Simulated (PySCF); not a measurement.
C7H8.
InChI=1S/C7H8/c1-2-7-4-3-6(1)5-7/h1-4,6-7H,5H2/t6-,7+

Computed with PySCF 2.14.0, CAM-B3LYP/def2-SV(P) geometry optimisation, gas phase.

Masses are those of the commonest isotopes; rigid-rotor values at the optimised geometry. 

Question: What are A, B and C (MHz)?

Answer: Ia = 117.42, Ib = 139.87, Ic = 158.36 u·Å²; 505379 MHz·u·Å²/I gives A = 4304, B = 3613, C = 3191 MHz.

Question: What kind of rotor is it?

Answer: An asymmetric top; Ray's κ = -0.241.

Question: What does the inertial defect say?

Answer: Not planar: Δ = Ic − Ia − Ib = -98.93 u·Å². For a rigid frame Δ = −2 Σ m c², so Σ m c² = 49.47 u·Å² lies off the ab plane: 12.90 from hydrogen and 36.57 from heavier atoms. The atom farthest from that plane is 1.99 Å away.

Question: Give the coordinates in the principal-axis frame, origin at the centre of mass.

Answer: The sense of each axis is arbitrary; atoms in the order of the calculation.
```csv
atom,mass (u),a (Å),b (Å),c (Å)
C1,12.000,1.239,0.666,-0.508
C2,12.000,1.238,-0.667,-0.508
C3,12.000,-0.001,-1.118,0.285
C4,12.000,-1.239,-0.666,-0.508
C5,12.000,-1.238,0.667,-0.508
C6,12.000,0.001,1.118,0.285
C7,12.000,0.000,0.000,1.362
H8,1.008,1.936,1.338,-1.012
H9,1.008,1.935,-1.340,-1.012
H10,1.008,-0.001,-2.161,0.628
H11,1.008,-1.936,-1.338,-1.012
H12,1.008,-1.935,1.340,-1.012
H13,1.008,0.001,2.161,0.628
H14,1.008,-0.906,0.000,1.989
H15,1.008,0.905,0.000,1.990
```

The dipole components are |μa| = 0.00 D, |μb| = 0.00 D, |μc| = 0.05 D.

Question: Estimate the classical rotational partition function at 100 K, 200 K and 298.15 K.

Answer: Point group C2v, symmetry number σ = 2; q = (√π/σ)·√((kT/h)³/(ABC)), k/h = 20836.6 MHz/K: 12000 at 100 K, 33800 at 200 K, 61600 at 298.15 K.

Whether it is a minimum is left open (no frequencies). Constants of a rigid frame at the computed geometry: no zero-point averaging, no centrifugal distortion.
